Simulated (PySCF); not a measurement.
**Static response to an electric field**

Species: pyrrolidine, C4H9N.
Geometry (GFN2-xTB, Å), atoms numbered from 1 in this order:
```
atom  x, y, z in Å
C1    -0.2175   -1.1522    0.1281
C2     1.1136   -0.3821    0.0725
C3     0.6845    1.1016    0.0356
N4    -0.6739    1.1289   -0.4817
C5    -1.2912   -0.0414    0.1208
H6    -0.3305   -1.7944   -0.7458
H7    -0.2968   -1.7748    1.0169
H8     1.6720   -0.6380   -0.8283
H9     1.7467   -0.5903    0.9325
H10    0.6549    1.5067    1.0514
H11    1.3447    1.7246   -0.5666
H12   -0.6491    1.0110   -1.4916
H13   -2.1976   -0.3240   -0.4134
H14   -1.5605    0.2238    1.1474
```

Level: CAM-B3LYP/def2-SVPD (PySCF), static field, nuclei fixed, core orbitals frozen in the response. The polarisability tensor in these axes (au):

```
x   56.56  0.68  0.49
y    0.68 55.66 -1.35
z    0.49 -1.35 50.01
```

Q: What are the eigenvalues, a third of the trace, and Δα (Δα² = ½Σ(αi − αj)² over the three pairs)?

A: Principal values 49.65, 55.65 and 56.94 au; mean 54.08 au = 8.01 Å³ = 8.92 × 10⁻⁴⁰ C²·m²/J; Δα = 6.74 au (12 % of the mean).

Q: What is the dipole moment, and where does it point?

A: (0.63, -1.12, -0.39) D, 1.34 D in size, pointing from the negative to the positive side. Measured along this direction, the outermost atoms are H10 and H14 at the negative end and H8 and H6 at the positive end.

Q: Rayleigh depolarisation ratio (linearly polarised light, static tensor)?

A: ρ = 3Δα²/(45ᾱ² + 4Δα²) = 136.3/(131604 + 181.7) = 0.00103.

Q: Estimate the molar refractivity from the static electronic polarisability.

A: Lorentz–Lorenz: R = (4π/3)N_A α = 2.5225 cm³/(mol·Å³) × 8.01 Å³ = 20.2 cm³/mol, in the limit of long wavelengths.

Q: How large is μ²/3kT at 400 K beside α?

A: In Gaussian units μ²/3kT = 10.81 Å³ against 8.01 Å³, a ratio of 1.35; the Debye molar polarisation (4π/3)N_A(α + μ²/3kT) is 47.5 cm³/mol, leaving out the vibrational part.

The structure is a single GFN2-xTB conformer in the gas phase; no vibrational or solvent corrections.

The run behind these numbers computed excited states as well. Time: 23 s wall. Hardware: one thread, Arm Neoverse V1, no GPU, on a shared host.
